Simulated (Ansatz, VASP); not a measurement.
**Pb: VASP beside Ansatz**

```
Pb
1.0
     3.40896    0.00000    0.00000
    -1.70448    2.95225    0.00000
     0.00000    0.00000    5.47589
Pb
2
Direct
  0.66667 0.33333 0.75000
  0.33333 0.66667 0.25000
```

Change from the starting cell: volume scaled by 0.94.

Alike in both runs: task single point; functional PBEsol; k mesh 9 × 9 × 5; occupations fermi-dirac, width 0.05 eV; no spin polarisation.

```csv
,VASP,Ansatz
version,VASP 6.6.1,Ansatz 0.2.0
potentials or method,"VASP PAW PBE potentials, release 64 (Pb_d)",Ansatz PAW
plane-wave cutoff (eV),520,420
valence electrons in the cell,28,28
```

```csv
,VASP,Ansatz,Ansatz less VASP
gap on the k mesh at the Fermi level (eV),none,none,-
pressure (GPa),4.6,4.7,+0.09
largest component of the traceless stress (GPa),3.28,3.28,+0.001
```

A gap of «none» marks a metal or a gap that the smearing closes. The functional is the same, so the differences come from potentials, cutoffs and numerics.

Caveats: the PAW data sets were made with another functional, which shifts forces and pressure a little (VASP); the PAW data sets come from PBE, with cores solved anew for the run's functional, which leaves a small shift of forces and pressure (Ansatz). The runs have no spin-orbit coupling, so splittings on Pb are missing.
